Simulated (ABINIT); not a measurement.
## BAs: single point with r2SCAN

Crystal: BAs.

```
As B
1.0
     0.00000    2.38850    2.38850
     2.38850    0.00000    2.38850
     2.38850    2.38850    0.00000
As B
1 1
Direct
  0.75000 0.75000 0.75000
  0.00000 0.00000 0.00000
```

* Program: ABINIT 10.8.3 (patched build)
* Task: single point
* Functional: r2SCAN
* Potentials or basis: JTH PAW PBE v2.0
* Cutoff: 490 eV
* k mesh: 13 × 13 × 13
* Occupations: fermi-dirac, width 0.05 eV
* Spin: no spin polarisation
* Fine-grid cutoff: 979.61 eV

| Item | Value |
| --- | --- |
| Pressure | 0.7 GPa |
| Band gap on the k mesh | 1.36 eV, indirect (least direct gap 3.43 eV) |
| Valence electrons inside the program's atomic spheres | As 12.82; B 1.74 |

Levels at points of the mesh, in eV from the valence-band top:
| k point | band 5 | band 6 | band 7 | band 8 | band 9 | band 10 | band 11 | band 12 | band 13 |
| --- | --- | --- | --- | --- | --- | --- | --- | --- | --- |
| (0.00, 0.00, 0.00) | -36.72 | -16.17 | 0.00 | 0.00 | 0.00 | 3.43 | 3.43 | 3.43 | 5.09 |

Run time: 98 s on 1 thread of Arm Neoverse V1, on a shared host, peak memory 0.12 GiB.

Caveat: the PAW data sets were made with another functional, which shifts forces and pressure a little; an odd mesh through Γ misses points on the zone boundary, where band edges often lie.
